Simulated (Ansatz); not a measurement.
Ga in Ansatz: the effect of functional

Ga:

```xyz
2
Lattice="1.3922 -4.0532 0.0000 1.3922 4.0532 0.0000 -0.1182 0.0000 3.3520" Properties=species:S:1:pos:R:3 pbc="T T T"
Ga    1.3035    2.9912    2.5140
Ga    1.3626   -2.9912    0.8380
```

This isn't the form of Ga at room conditions, which is orthorhombic.

The cell isn't the ideal one: volume scaled by 1.02.

Alike in all runs:

* Program: Ansatz 0.2.0
* Task: single point
* Potentials or basis: Ansatz PAW
* k mesh: 10 × 10 × 8
* Occupations: fermi-dirac, width 0.05 eV
* Spin: no spin polarisation

| functional | cutoff | pressure (GPa) | largest force (eV/Å) |
| --- | --- | --- | --- |
| LDA | 420 eV (not typed: the program's choice for these potentials) | ? | ? |
| PBEsol | 420 eV (not typed: the program's choice for these potentials) | -2.9 | 0.19 |
| r2SCAN | 500 eV (not typed: the program's choice for these potentials) | -2.5 | 0.21 |

Task: What does the run with functional LDA give?

Result: Pressure -4.8 GPa; largest force 0.17 eV/Å.

Caveats: the PAW data sets come from PBE, with cores solved anew for the run's functional, which leaves a small shift of forces and pressure.

Runs at the PBE level aren't shown here.
